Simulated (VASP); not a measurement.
Write the native input for VASP 6.6.1 that does the following.

- Task: single point
- Functional: PBE
- Potentials or basis: VASP PAW PBE potentials, release 64 (Zn, H)
- Cutoff: 520 eV
- k mesh: 22 × 22 × 22
- Occupations: gaussian, width 0.1 eV
- Spin: no spin polarisation
- Dipole correction: no
- Further INCAR settings: ALGO = Normal; EDIFF = 1e-07; NBANDS = 14

The structure of ZnH lies in POSCAR:

```
ZnH
1.0
    0.0000000000      2.2159420130      2.2159420130
    2.2159420130      0.0000000000      2.2159420130
    2.2159420130      2.2159420130      0.0000000000
Zn H
1 1
Direct
    0.0000000000      0.0000000000      0.0000000000
    0.7500000000      0.7500000000      0.7500000000
```

The cell was built by a generator and needn't be a form met in nature.

The cell isn't the ideal one: species swapped into the AlP type (F-43m, No. 216).

These files were run (other wordings do the same):

INCAR

```
SYSTEM = ZnH
PREC = Accurate ; ENCUT = 520
EDIFF = 1E-7 ; ISMEAR = 0
SIGMA = 0.1 ; LREAL = .FALSE.
LASPH = .TRUE. ; NELM = 80
ALGO = Normal ; ISIF = 2
LWAVE = .FALSE. ; LCHARG = .FALSE.
GGA = PE ; NBANDS = 14
```

KPOINTS

```
regular mesh
0
G
  22 22 22
  0 0 0
```

Potentials or basis: VASP PAW PBE potentials, release 64 (Zn, H).

Command:

```bash
$ cat potpaw_PBE.64/Zn/POTCAR potpaw_PBE.64/H/POTCAR > POTCAR
$ mpirun -np 1 vasp_std > vasp.out
```

It gave:

```json
{
  "Pressure": "0.1 GPa",
  "Band gap on the k mesh": "none (metal or under the smearing width)"
}
```

It took 42 s on 1 thread of Intel(R) Xeon(R) Platinum 8488C (Sapphire Rapids), on a shared host, peak memory 0.21 GiB.
